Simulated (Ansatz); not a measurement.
Ga (bcc): energy against volume

The calculation used Ansatz, DFT, revPBE, plane waves (420 eV) with PAW, scalar-relativistic. (PAW data from PBE, frozen cores regenerated.)

The cell is scaled uniformly from the relaxed one, with fractional coordinates and shape fixed. Energies are extrapolated to zero smearing, pressures are those at the given smearing. Magnetic state: spin not included.

A Birch-Murnaghan fit gives V₀ = 19.68 Å³/atom, B₀ = 43 GPa, B₀′ = 5.2.

**Question.** What are the energy above the minimum and the pressure at 17.332 Å³/atom?

**Answer.** 49.3 meV/atom and 7.73 GPa as computed.

**Question.** What are the energy above the minimum and the pressure at 20.484 Å³/atom?

**Answer.** 4.0 meV/atom and -1.51 GPa as computed.

**Question.** What are the energy above the minimum and the pressure at 21.271 Å³/atom?

**Answer.** 14.8 meV/atom and -2.71 GPa as computed.
